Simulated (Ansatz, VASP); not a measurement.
# Two plane-wave programs on Rb

```
CELL_PARAMETERS angstrom
-2.95451 2.95451 2.73085
2.95451 -2.95451 2.73085
2.95451 2.95451 -2.73085
ATOMIC_POSITIONS crystal
Rb 0.00000 0.00000 0.00000
```

This isn't the form of Rb at room conditions, which is bcc.

Alike in both runs: task single point; functional PBE; k mesh 7 × 7 × 7; no spin polarisation.

|  | VASP | Ansatz |
| --- | --- | --- |
| version | VASP 6.6.1 | Ansatz 0.2.0 |
| potentials or method | VASP PAW PBE potentials, release 64 (Rb_sv) | plane waves, PAW |
| plane-wave cutoff (eV) | 520 | 420 |
| occupations | methfessel-paxton of order 1, width 0.05 eV | cold, width 0.05 eV |
| valence electrons in the cell | 9 | 9 |

```csv
,VASP,Ansatz,Ansatz less VASP
pressure (GPa),-0.1,-0.1,0.00
```
